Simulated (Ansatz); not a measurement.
# Random displacements in ZnS

All numbers below come from DFT PBE, scalar-relativistic, plane waves, PAW (Ansatz). Settings: plane waves to 420 eV, k-mesh 12×12×4 (Γ-centred), Gaussian smearing 0.05 eV. No spin polarisation. Energies are free energies at this smearing, counted from the undisturbed cell; pressure is positive in compression.

Reference structure (as given, not relaxed at this level):

```xyz
8
Lattice="3.8227 0.0000 0.0000 -1.9114 3.3106 0.0000 0.0000 0.0000 12.5200" Properties=species:S:1:pos:R:3 pbc="T T T"
Zn    0.0000    0.0000    0.0000
Zn    0.0000    0.0000    6.2600
Zn    0.0000    2.2070    3.1300
Zn    1.9114    1.1035    9.3900
S     0.0000    0.0000    2.3475
S     0.0000    0.0000    8.6075
S     0.0000    2.2070    5.4775
S     1.9114    1.1035   11.7375
```

The atoms are displaced (Å, in the unstrained cell):

```tsv
atom	ux	uy	uz
Zn1	0.005	0.124	-0.121
Zn2	0.003	0.046	0.002
Zn3	-0.037	0.130	0.081
Zn4	0.025	-0.031	-0.051
S5	0.036	0.015	-0.039
S6	0.020	-0.106	0.024
S7	0.035	-0.174	0.113
S8	-0.087	-0.004	-0.008
```

Strain (Voigt, engineering shear): (-0.0153, 0.0183, 0.0155, 0.0076, 0.0432, 0.0192).

Question: What are the energy change, the stress and the forces?

Answer: ΔE = 68.8 meV/atom; stress (xx, yy, zz, yz, xz, xy; compression positive) (3.38, 2.38, -1.62, -2.11, -1.61, 0.00) GPa; gap on the mesh 1.87 eV.
| atom | Fx (eV/Å) | Fy | Fz |
| --- | --- | --- | --- |
| Zn1 | -1.10 | -1.05 | 0.89 |
| Zn2 | -0.03 | -1.86 | 0.66 |
| Zn3 | 0.40 | -0.60 | -0.23 |
| Zn4 | -0.26 | -0.32 | 0.40 |
| S5 | -0.44 | 0.46 | 0.20 |
| S6 | 0.21 | 0.38 | -0.32 |
| S7 | 0.04 | 1.99 | -0.94 |
| S8 | 1.20 | 1.01 | -0.67 |

Cost: 1 run of about 3.7 core-minutes, on Arm Neoverse V1 (shared hosts).